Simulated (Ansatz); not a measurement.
Consider CuF3 (honeycomb trihalide sheet).

The cell holds 8 atoms: 2 Cu and 6 F. Its edges and angles: a = 5.159 Å, b = 5.159 Å, c = 28.291 Å, α = 90.0°, β = 90.0°, γ = 120.0°. Vacuum lies along c.

```
Cu F
1.0
    -2.10606   -2.10606    4.21213
     4.21213   -2.10606   -2.10606
    16.33393   16.33393   16.33393
Cu F
2 6
Direct
  0.33333 0.66667 0.32246
  0.66667 0.33333 0.32246
  0.37456 0.00000 0.35739
  0.00000 0.37456 0.35739
  0.62544 0.62544 0.35739
  0.62544 0.00000 0.28753
  0.00000 0.62544 0.28753
  0.37456 0.37456 0.28753
```

The structure was relaxed with PBEsol. The structure was generated from a model, not taken from a measurement. The runs that relaxed it are not among those shown. The program's search for lower electronic states was switched off, so nothing shows that the state found is the lowest. PAW set soft_2, made with PBE.

A constrained-RPA run (Ansatz 0.2.0; non-magnetic PBEsol; Cu eg, bands v2 to c2, 6×6×1 mesh, medium accuracy) builds 4 functions on bands 0.65 eV wide, with 4.0 electrons in the window. The bare on-site interaction is 14.3 eV and the bare J 0.80 eV.

Question: What U and J survive the screening?

On the Cu eg shell, U = 4.33 eV (30 % of the bare value), U′ = 3.50 eV, J = 0.42 eV.

The parent state is non-magnetic and the interaction static (zero frequency); U depends on the window and the orbitals, so it belongs to this model alone.

[Paths, hosts, dates, memory and timing lines, banners, echoed tables and standing remarks are left out of the program output.]

[Logs are printed without paths, hosts, clocks, repeated set-up lines and the standing remarks that a program may print on its own settings, such as how far it seeks lower states.]

[Runs of the session that timed out or met a known fault of the program may be left out.]

[Hosts, paths, dates, database ids (printed as entryN), source tags and the programs' standing remarks are cut or masked in the printed files.]
